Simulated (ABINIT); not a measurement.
HgTe (Coloradoite), 2 atoms in the cell. Symmetry: F-43m, No. 216, cubic system. Conventional cell: a = 6.429 Å, b = 6.429 Å, c = 6.429 Å, α = 90.00°, β = 90.00°, γ = 90.00°. Hg (site symmetry -43m) is surrounded by 4 Te at 2.78 Å. Te (site symmetry -43m) has 4 Hg at 2.78 Å as nearest neighbours. 

| Property | Result |
| --- | --- |
| Program | ABINIT 10.8.3 (patched build) |
| Task | optical spectrum |
| Functional | PBE |
| Potentials or basis | PseudoDojo NC SR PBE v0.4.1 standard |
| Cutoff | 952 eV |
| k mesh | 6 × 6 × 6, with 4 shifts |
| Occupations | fermi-dirac, width 0.05 eV |
| Spin | no spin polarisation |
| Bands in the sums | 24 |
| Broadening (eV) | 0.2 |
| Scissor shift (eV) | 0 |
| Tensor components | [11] |

Potentials or basis: PseudoDojo NC SR PBE v0.4.1 standard.

Launch:

```sh
$ abinit run.abi > log 2>&1
$ optic optic.abi > optic.log 2>&1
```

Hardware: 1 thread of Intel(R) Xeon(R) Processor @ 2.50GHz (Skylake/Cascade Lake), on a shared host.

Q: How long does it take, and how much memory?

A: Wall time 13 min on 1 thread of Intel(R) Xeon(R) Processor @ 2.50GHz (Skylake/Cascade Lake), with other jobs on the host, peak memory 1.8 GiB. Counts: scf iterations 12, mpi ranks 1, k points 28, bands 22, plane waves 4455.
